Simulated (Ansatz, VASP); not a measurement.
**Al2O3 (Corundum) in VASP and in Ansatz**

```xyz
10
Lattice="2.4044 1.3882 4.3745 -2.4044 1.3882 4.3745 0.0000 -2.7763 4.3745" Properties=species:S:1:pos:R:3 pbc="T T T"
Al    0.0000    0.0000    4.6214
Al    0.0000    0.0000    1.9404
Al    0.0000    0.0000    8.5021
Al    0.0000    0.0000   11.1831
O    -0.9321    1.3882    7.6554
O    -0.7361   -1.5013    7.6554
O     1.6682    0.1131    7.6554
O     0.9321   -1.3882    5.4681
O     0.7361    1.5013    5.4681
O    -1.6682   -0.1131    5.4681
```

Alike in both runs: task single point; functional PBE; k mesh 6 × 6 × 6; occupations gaussian, width 0.02 eV; no spin polarisation.

```csv
,VASP,Ansatz
version,VASP 6.6.1,Ansatz 0.2.0
potentials or method,"VASP PAW PBE potentials, release 64 (Al, O)","scalar-relativistic, plane waves, PAW"
plane-wave cutoff (eV),520,420
valence electrons in the cell,48,48
```

|  | VASP | Ansatz | Ansatz less VASP |
| --- | --- | --- | --- |
| gap on the k mesh at the Fermi level (eV) | 5.85 | 5.85 | +0.004 |
| least direct gap on the mesh (eV) | 5.85 | 5.85 | +0.004 |

With one functional, cell and mesh, what is left measures potentials, basis and numerics.

PBE gaps usually lie below the measured ones, often by a third to a half.
